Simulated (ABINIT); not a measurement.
# AgCl (Chlorargyrite) (Fm-3m) in ABINIT: reference runs

Reference runs on AgCl (Chlorargyrite): the cell as given and a disturbed copy.

Program: ABINIT 10.8.3 (patched build). These are calculated values, not measurements. Logs are shortened: lines on timing, memory, paths and dates and some standing lists are left out, and cuts for length are marked. The log counts tension as positive stress, the text compression.

**Measured values to compare with.**

A printed reference work, data compilation reports, for a bulk crystal of AgCl: band gap 3.249 eV (indirect).

How close the calculation comes is told below.

## (1) The structure

The structure is cubic, space group Fm-3m (No. 225). The conventional cell has a = 5.470 Å, b = 5.470 Å, c = 5.470 Å, α = 90.00°, β = 90.00°, γ = 90.00°. Ag (site symmetry m-3m) has 6 Cl at 2.73 Å as nearest neighbours. Around Cl (site symmetry m-3m) lie 6 Ag at 2.73 Å.

## (2) Single point, PBE

Contents of run.abi:

```
# Pseudopotentials
pp_dirpath "./"
pseudos "Ag.GGA_PBE-JTH.xml, Cl.GGA_PBE-JTH.xml"

# Structure
structure "poscar:POSCAR"
natom 2

# Plane-wave basis
ecut 680.284656 eV
pawecutdg 47.0

# k points
kptopt 1
ngkpt 8 8 8
nshiftk 1
shiftk 0.0 0.0 0.0

# Exchange and correlation
ixc 11

# Bands and occupations
nband 13
occopt 3
tsmear 0.00183747

# SCF cycle
nstep 100
tolvrs 1.0e-9

# Output
iomode 3
prtwf 0
prtden 0
prteig 0
prtebands 0
enunit 1
```

Contents of POSCAR:

```
AgCl
1.0
    0.0000000000      2.7350000000      2.7350000000
    2.7350000000      0.0000000000      2.7350000000
    2.7350000000      2.7350000000      0.0000000000
Ag Cl
1 1
Direct
    0.0000000000      0.0000000000      0.0000000000  Ag
    0.5000000000      0.5000000000      0.5000000000  Cl
```

Potentials or basis: JTH PAW PBE v2.0.

Command:

```
$ abinit run.abi > log 2>&1
```

run.abo:

```text
.Version 10.8.3 of ABINIT
 Symmetries : space group Fm -3 m (#225); Bravais cF (face-center cubic)
================================================================================
 Values of the parameters that define the memory need of the present run
     intxc =       0    ionmov =       0      iscf =      17    lmnmax =      18
     lnmax =       6     mgfft =      36  mpssoang =       3    mqgrid =    3001
     natom =       2  nloc_mem =       2    nspden =       1   nspinor =       1
    nsppol =       1      nsym =      48    n1xccc =       1    ntypat =       2
    occopt =       3   xclevel =       2
       mpw =        1666          nfft =       46656          nkpt =          29
 PAW method is used; the additional fine FFT grid is defined by:
   mgfftf=        48    nfftf =    110592
================================================================================
================================================================================

--------------------------------------------------------------------------------
------------- Echo of variables that govern the present computation ------------
--------------------------------------------------------------------------------
 -outvars: echo values of preprocessed input variables --------
            acell      1.0000000000E+00  1.0000000000E+00  1.0000000000E+00 Bohr
              amu      1.07868200E+02  3.54527000E+01
             ecut      2.50000000E+01 Hartree
           enunit           1
              ixc          11
         kptrlatt        8    0    0      0    8    0      0    0    8
          kptrlen      5.84737818E+01
            natom           2
            nband          13
            ngfft          36      36      36
          ngfftdg          48      48      48
             nkpt          29
            nstep         100
             nsym          48
           ntypat           2
           occopt           3
        pawecutdg      4.70000000E+01 Hartree
         pawxcdev           0
           prtden           0
        prtebands           0
           prteig           0
            prtwf           0
            rprim      0.0000000000E+00  5.1684009544E+00  5.1684009544E+00
                       5.1684009544E+00  0.0000000000E+00  5.1684009544E+00
                       5.1684009544E+00  5.1684009544E+00  0.0000000000E+00
          spgroup         225
           tolvrs      1.00000000E-09
           tsmear      1.83747000E-03 Hartree
            typat      1  2
           useylm           1
           xangst      0.0000000000E+00  0.0000000000E+00  0.0000000000E+00
                       2.7350000000E+00  2.7350000000E+00  2.7350000000E+00
            xcart      0.0000000000E+00  0.0000000000E+00  0.0000000000E+00
                       5.1684009544E+00  5.1684009544E+00  5.1684009544E+00
             xred      0.0000000000E+00  0.0000000000E+00  0.0000000000E+00
                       5.0000000000E-01  5.0000000000E-01  5.0000000000E-01
            znucl       47.00000   17.00000

================================================================================

 chkinp: Checking input parameters for consistency.
[... 125 lines left out ...]
    1       0.000000000000      0.000000000000      0.000000000000
    2       0.000000000000      0.000000000000      0.000000000000

 cartesian coordinates (angstrom) at end:
    1      0.00000000000000     0.00000000000000     0.00000000000000
    2      2.73500000000000     2.73500000000000     2.73500000000000

 cartesian forces (hartree/bohr) at end:
    1     -0.00000000000000    -0.00000000000000    -0.00000000000000
    2     -0.00000000000000    -0.00000000000000    -0.00000000000000
 frms,max,avg= 0.0000000E+00 0.0000000E+00   0.000E+00  0.000E+00  0.000E+00 h/b

 cartesian forces (eV/Angstrom) at end:
    1     -0.00000000000000    -0.00000000000000    -0.00000000000000
    2     -0.00000000000000    -0.00000000000000    -0.00000000000000
 frms,max,avg= 0.0000000E+00 0.0000000E+00   0.000E+00  0.000E+00  0.000E+00 e/A
 length scales=  1.000000000000  1.000000000000  1.000000000000 bohr
              =  0.529177210544  0.529177210544  0.529177210544 angstroms
 Fermi (or HOMO) energy (eV) =   3.31050   Average Vxc (eV)= -10.32909
 Eigenvalues (   eV  ) for nkpt=  29  k points:
 kpt#   1, nband= 13, wtk=  0.00195, kpt=  0.0000  0.0000  0.0000 (reduced coord)
 -12.65086    0.16692    0.16692    0.16692    0.21098    0.21098    0.29746    0.29746
   0.29746    3.68272   13.45503   13.45503   13.45503
 prteigrs : prtvol=0 or 1, do not print more k-points.

--- !EnergyTerms
iteration_state     : {dtset: 1, }
comment             : Components of total free energy in Hartree
kinetic             :  1.67934719736344E+01
hartree             :  1.04334158354253E+01
xc                  : -1.68379026199913E+01
Ewald energy        : -4.58190756304991E+01
psp_core            :  2.94283816706426E+00
local_psp           : -2.90105404950338E+01
PAW spherical_terms :  8.12306055301694E+00
internal            : -5.33747322163833E+01
'-kT*entropy'       : -8.65509426224799E-08
total_energy        : -5.33747323029342E+01
total_energy_eV     : -1.45240045647098E+03
...

--- !EnergyTermsDC
iteration_state     : {dtset: 1, }
comment             : '"Double-counting" decomposition of free energy'
band_energy         : -8.63287409699381E-01
Ewald energy        : -4.58190756304991E+01
psp_core            :  2.94283816706426E+00
xc_dc               : -1.86231333352173E+01
PAW spherical_terms :  8.98791638223628E+00
internal            : -5.33747418261153E+01
'-kT*entropy'       : -8.65509426224799E-08
total_energy_dc     : -5.33747419126663E+01
total_energy_dc_eV  : -1.45240071796511E+03
...

--- !EnergyTermsWithPAWCore
iteration_state     : {dtset: 1, }
comment             : 'Components of total free energy, including PAW core contributions'
Total energy        : -5.77766387821095E+03
Total energy DC     : -5.77766388782068E+03
Total energy (eV)   : -1.57218243389451E+05
Total energy DC (eV): -1.57218243650945E+05
...

 Cartesian components of stress tensor (hartree/bohr^3)
  sigma(1 1)= -1.32810282E-04  sigma(3 2)=  0.00000000E+00
  sigma(2 2)= -1.32810282E-04  sigma(3 1)=  0.00000000E+00
  sigma(3 3)= -1.32810282E-04  sigma(2 1)=  0.00000000E+00

-Cartesian components of stress tensor (GPa)         [Pressure=  3.9074E+00 GPa]
- sigma(1 1)= -3.90741339E+00  sigma(3 2)=  0.00000000E+00
- sigma(2 2)= -3.90741339E+00  sigma(3 1)=  0.00000000E+00
- sigma(3 3)= -3.90741339E+00  sigma(2 1)=  0.00000000E+00

== END DATASET(S) ==============================================================
================================================================================

 -outvars: echo values of variables after computation  --------
            acell      1.0000000000E+00  1.0000000000E+00  1.0000000000E+00 Bohr
           etotal     -5.3374741913E+01
            fcart     -0.0000000000E+00 -0.0000000000E+00 -0.0000000000E+00
                      -0.0000000000E+00 -0.0000000000E+00 -0.0000000000E+00
            rprim      0.0000000000E+00  5.1684009544E+00  5.1684009544E+00
                       5.1684009544E+00  0.0000000000E+00  5.1684009544E+00
                       5.1684009544E+00  5.1684009544E+00  0.0000000000E+00
           strten     -1.3281028179E-04 -1.3281028179E-04 -1.3281028179E-04
                       0.0000000000E+00  0.0000000000E+00  0.0000000000E+00
           xangst      0.0000000000E+00  0.0000000000E+00  0.0000000000E+00
                       2.7350000000E+00  2.7350000000E+00  2.7350000000E+00
             xred      0.0000000000E+00  0.0000000000E+00  0.0000000000E+00
                       5.0000000000E-01  5.0000000000E-01  5.0000000000E-01
 Calculation completed.
```

Wall time 25 s (1 thread of Arm Neoverse V1, shared host); peak memory 0.13 GiB.

What came out:

```
Free energy                                           : -1452.4007 eV
Pressure                                              : 3.9 GPa
Band gap on the k mesh                                : 0.90 eV, indirect (least direct gap 3.31 eV)
Valence electrons inside the program's atomic spheres : Ag 9.66; Cl 4.35
```

Levels at points of the mesh, in eV from the valence-band top:
```
           k point  band 7  band 8  band 9  band 10  band 11  band 12
(0.00, 0.00, 0.00)   -2.49   -2.49   -2.49     0.90    10.67    10.67
(0.50, 0.00, 0.00)   -1.88    0.00    0.00     4.12     6.76     7.53
(0.50, 0.50, 0.00)   -2.08   -2.08   -1.97     2.30     7.90     8.79
```

## (3) Single point, PBE

Contents of run.py:

```python
import json, os
import numpy as np
from ase.units import GPa
from ase.calculators.abinit import Abinit, AbinitProfile
from ase.io import read

atoms = read('AgCl.cif')

profile = AbinitProfile(command='abinit', pp_paths=[os.path.abspath('pseudos')])
params = dict(
    pps='pawxml', xc='PBE',
    ecut=680.2847,
    pawecutdg=1278.9352,
    kptopt=1,
    ngkpt=[8, 8, 8],
    nshiftk=1,
    shiftk=[0.0, 0.0, 0.0],
    ixc=11,
    nband=13,
    occopt=3,
    tsmear=0.05,
    nstep=100,
    tolvrs=1e-09,
    prtwf=0,
    prtden=0,
)

atoms.calc = Abinit(profile=profile, directory='run', **params)
energy = atoms.get_potential_energy()
forces = atoms.get_forces()
stress = atoms.get_stress()
print(f'energy {energy:.6f} eV')
print('forces (eV/A)')
print(np.round(forces, 5))
print('stress (GPa, Voigt, tension positive)', np.round(stress / GPa, 4))
json.dump(dict(energy=energy, forces=forces.tolist(), stress=stress.tolist(), cell=atoms.cell.tolist(), frac=atoms.get_scaled_positions(wrap=False).tolist()), open('results.json', 'w'))
```

Contents of AgCl.cif:

```cif
data_AgCl
_cell_length_a 3.86787409
_cell_length_b 3.86787409
_cell_length_c 3.86787409
_cell_angle_alpha 60.00000000
_cell_angle_beta 60.00000000
_cell_angle_gamma 60.00000000
_space_group_name_H-M_alt 'P1'
_space_group_name_Hall 'P 1'
_space_group_IT_number 1
loop_
_space_group_symop_operation_xyz
'x,y,z'
loop_
_atom_site_label
_atom_site_type_symbol
_atom_site_symmetry_multiplicity
_atom_site_Wyckoff_symbol
_atom_site_fract_x
_atom_site_fract_y
_atom_site_fract_z
_atom_site_occupancy
Ag1 Ag 1 a 0.0000000000 0.0000000000 0.0000000000 1
Cl1 Cl 1 a 0.5000000000 0.5000000000 0.5000000000 1
```

Potentials or basis: JTH PAW PBE v2.0.

Command:

```
$ python run.py
```

The log of the run:

```text
energy -1452.400456 eV
forces (eV/A)
[[-0. -0. -0.]
 [-0. -0. -0.]]
stress (GPa, Voigt, tension positive) [-3.9074 -3.9074 -3.9074  0.      0.      0.    ]
```

abinit.in:

```text
ecut 680.2847 eV
ixc 11
kptopt 1
natom 2
nband 13
ngkpt
8 8 8
nshiftk 1
nsppol 1
nstep 100
occopt 3
pawecutdg 1278.9352 eV
prtden 0
prtwf 0
shiftk
0.0 0.0 0.0
tolvrs 1e-09
tsmear 0.05 eV
#Definition of the unit cell
acell
1.00000000000000 1.00000000000000 1.00000000000000 Angstrom
rprim
3.86787409000000 0.00000000000000 0.00000000000000
1.93393704500000 3.34967722057962 0.00000000000000
1.93393704500000 1.11655907352654 3.15810596994394
chkprim 0 # Allow non-primitive cells
#Definition of the atom types
ntypat 2
znucl 17 47
#Enumerate different atomic species
typat
 2 1
pseudos "./pseudos/Cl.GGA_PBE-JTH.xml,
./pseudos/Ag.GGA_PBE-JTH.xml"
#Definition of the atoms
xcart
0.00000000000000 0.00000000000000 0.00000000000000
7.30922271932073 4.21998170456675 2.98397767978232
chkexit 1 # abinit.exit file in the running directory terminates after the current SCF
```

abinit.abo:

```text
.Version 10.8.3 of ABINIT
 Symmetries : space group Fm -3 m (#225); Bravais cF (face-center cubic)
================================================================================
 Values of the parameters that define the memory need of the present run
     intxc =       0    ionmov =       0      iscf =      17    lmnmax =      18
[... 267 lines left out ...]
           strten     -1.3281028691E-04 -1.3281028691E-04 -1.3281028691E-04
                       0.0000000000E+00  0.0000000000E+00  0.0000000000E+00
           xangst      0.0000000000E+00  0.0000000000E+00  0.0000000000E+00
                       3.8678740900E+00  2.2331181471E+00  1.5790529850E+00
             xred      0.0000000000E+00  0.0000000000E+00  0.0000000000E+00
                       5.0000000000E-01  5.0000000000E-01  5.0000000000E-01
 Calculation completed.
```

Run time: 26 s. Hardware: 1 thread of Arm Neoverse V1, shared host; peak memory 0.13 GiB.

Results:

| Property | Result |
| --- | --- |
| Free energy | -1452.4007 eV |
| Pressure | 3.9 GPa |
| Band gap on the k mesh | 0.90 eV, indirect (least direct gap 3.31 eV) |
| Valence electrons inside the program's atomic spheres | Ag 9.66; Cl 4.35 |

Levels at points of the mesh, in eV from the valence-band top:
```tsv
k point	band 7	band 8	band 9	band 10	band 11	band 12
(0.00, 0.00, 0.00)	-2.49	-2.49	-2.49	0.90	10.67	10.67
(0.50, 0.00, 0.00)	-1.88	0.00	0.00	4.12	6.76	7.53
(0.50, 0.50, 0.00)	-2.08	-2.08	-1.97	2.30	7.90	8.79
```

## (4) Single point, PBE (atoms moved at random, drawn with an rms of 0.05 Å)

Contents of run.abi:

```
pp_dirpath "./"
pseudos "Ag.GGA_PBE-JTH.xml, Cl.GGA_PBE-JTH.xml"

acell 7.3092227205 7.3092227205 7.3092227205
rprim
     0.0000000000     0.7071067812     0.7071067812
     0.7071067812     0.0000000000     0.7071067812
     0.7071067812     0.7071067812     0.0000000000
ntypat 2
znucl 47 17
natom 2
typat 1 2
xred
    -0.0171980000     0.0112950000    -0.0044850000
     0.4962840000     0.5090750000     0.5035600000
chkprim 0
chksymtnons 0
tolsym 1.0e-6

ecut 25.0
pawecutdg 47.0

kptopt 1
ngkpt 8 8 8
nshiftk 1
shiftk 0.0 0.0 0.0

ixc 11

nband 13
occopt 3
tsmear 0.05 eV

nstep 100
tolvrs 1.0e-9

iomode 3
prtwf 0
prteig 0
prtebands 0
enunit 2
prtden 1
prtvha 1
prtvclmb 1
prtpot 1
```

Potentials or basis: JTH PAW PBE v2.0.

Command:

```
$ abinit run.abi > log 2>&1
```

run.abo:

```text
.Version 10.8.3 of ABINIT
 Symmetries : space group P1 (#  1); Bravais aP (primitive triclinic)
================================================================================
 Values of the parameters that define the memory need of the present run
     intxc =       0    ionmov =       0      iscf =      17    lmnmax =      18
     lnmax =       6     mgfft =      36  mpssoang =       3    mqgrid =    3001
     natom =       2  nloc_mem =       2    nspden =       1   nspinor =       1
    nsppol =       1      nsym =       1    n1xccc =       1    ntypat =       2
    occopt =       3   xclevel =       2
       mpw =        1666          nfft =       46656          nkpt =         260
 PAW method is used; the additional fine FFT grid is defined by:
   mgfftf=        48    nfftf =    110592
================================================================================
================================================================================

--------------------------------------------------------------------------------
------------- Echo of variables that govern the present computation ------------
--------------------------------------------------------------------------------
 -outvars: echo values of preprocessed input variables --------
            acell      7.3092227205E+00  7.3092227205E+00  7.3092227205E+00 Bohr
              amu      1.07868200E+02  3.54527000E+01
          chkprim           0
      chksymtnons           0
             ecut      2.50000000E+01 Hartree
           enunit           2
                       outvar_i_n : Printing only first  50 k-points.
              ixc          11
[... 226 lines left out ...]
'-kT*entropy'       : -8.18047150362507E-08
total_energy_dc     : -5.33746155366121E+01
total_energy_dc_eV  : -1.45239727909749E+03
...

--- !EnergyTermsWithPAWCore
iteration_state     : {dtset: 1, }
comment             : 'Components of total free energy, including PAW core contributions'
Total energy        : -5.77766375318480E+03
Total energy DC     : -5.77766376144463E+03
Total energy (eV)   : -1.57218239987316E+05
Total energy DC (eV): -1.57218240212077E+05
...

 Cartesian components of stress tensor (hartree/bohr^3)
  sigma(1 1)= -1.33680349E-04  sigma(3 2)=  1.34996502E-06
  sigma(2 2)= -1.41370026E-04  sigma(3 1)=  2.49570764E-07
  sigma(3 3)= -1.35689652E-04  sigma(2 1)=  6.82094257E-07

-Cartesian components of stress tensor (GPa)         [Pressure=  4.0281E+00 GPa]
- sigma(1 1)= -3.93301165E+00  sigma(3 2)=  3.97173422E-02
- sigma(2 2)= -4.15924977E+00  sigma(3 1)=  7.34262539E-03
- sigma(3 3)= -3.99212738E+00  sigma(2 1)=  2.00679059E-02

== END DATASET(S) ==============================================================
================================================================================

 -outvars: echo values of variables after computation  --------
            acell      7.3092227205E+00  7.3092227205E+00  7.3092227205E+00 Bohr
           etotal     -5.3374615537E+01
            fcart      2.4403392867E-04  1.8536244572E-03  1.1078542564E-03
                      -2.4403392867E-04 -1.8536244572E-03 -1.1078542564E-03
            rprim      0.0000000000E+00  7.0710678120E-01  7.0710678120E-01
                       7.0710678120E-01  0.0000000000E+00  7.0710678120E-01
                       7.0710678120E-01  7.0710678120E-01  0.0000000000E+00
           strten     -1.3368034876E-04 -1.4137002609E-04 -1.3568965152E-04
                       1.3499650215E-06  2.4957076429E-07  6.8209425701E-07
           xangst      1.8625349988E-02 -5.9303004961E-02 -1.6144704989E-02
                       2.7695567232E+00  2.7345733382E+00  2.7496568632E+00
             xred     -1.7198000000E-02  1.1295000000E-02 -4.4850000000E-03
                       4.9628400000E-01  5.0907500000E-01  5.0356000000E-01
 Calculation completed.
```

Wall time 3.1 min (1 thread of Arm Neoverse V1, shared host); peak memory 0.32 GiB.

Results:

* Free energy: -1452.3973 eV
* Pressure: 4.0 GPa
* Largest force: 0.112 eV/Å
* Band gap on the k mesh: 0.89 eV, indirect (least direct gap 3.17 eV)
* Valence electrons inside the program's atomic spheres: Ag 9.67; Cl 4.33

Forces on the atoms (eV/Å):
```
Ag   0.013  0.095  0.057
Cl  -0.013 -0.095 -0.057
```

Levels at points of the mesh, in eV from the valence-band top:
| k point | band 6 | band 7 | band 8 | band 9 | band 10 | band 11 | band 12 | band 13 |
| --- | --- | --- | --- | --- | --- | --- | --- | --- |
| (0.00, 0.00, 0.00) | -2.60 | -2.38 | -2.35 | -2.28 | 0.89 | 10.63 | 10.65 | 10.66 |
| (0.50, 0.00, 0.00) | -2.22 | -1.88 | -0.02 | 0.00 | 4.12 | 6.75 | 7.53 | 7.54 |
| (0.00, 0.50, 0.00) | -2.22 | -1.89 | -0.02 | -0.01 | 4.13 | 6.75 | 7.54 | 7.55 |
| (0.50, 0.50, 0.00) | -2.34 | -2.09 | -2.09 | -1.97 | 2.30 | 7.88 | 8.79 | 11.75 |
| (0.00, 0.00, 0.50) | -2.22 | -1.88 | -0.02 | -0.01 | 4.13 | 6.75 | 7.53 | 7.55 |
| (0.50, 0.00, 0.50) | -2.36 | -2.09 | -2.09 | -1.97 | 2.30 | 7.89 | 8.79 | 11.75 |
| (0.00, 0.50, 0.50) | -2.33 | -2.09 | -2.09 | -1.97 | 2.30 | 7.88 | 8.78 | 11.75 |
| (0.50, 0.50, 0.50) | -2.22 | -1.88 | -0.01 | 0.00 | 4.12 | 6.76 | 7.53 | 7.53 |

## (5) Comparison with measurements

Step 2. Against the measured gap of AgCl, 3.249 eV (indirect; a printed reference work, data compilation), the calculated 0.90 eV is off by -2.35 eV. So large a miss can be the level of theory's own, or it may mean another phase, state or a wrong row. Spin-orbit coupling on Ag is left out. The value is that of PBE on a finite k mesh, which can miss the band edges, without temperature or zero-point motion. Semilocal functionals fall short of measured gaps as a rule.

Step 3. Against the measured gap of AgCl, 3.249 eV (indirect; a printed reference work, data compilation), the calculated 0.90 eV is off by -2.35 eV. So large a miss can be the level of theory's own, or it may mean another phase, state or a wrong row. Spin-orbit coupling on Ag is left out. The value is that of PBE on a finite k mesh, which can miss the band edges, without temperature or zero-point motion. Semilocal functionals fall short of measured gaps as a rule.
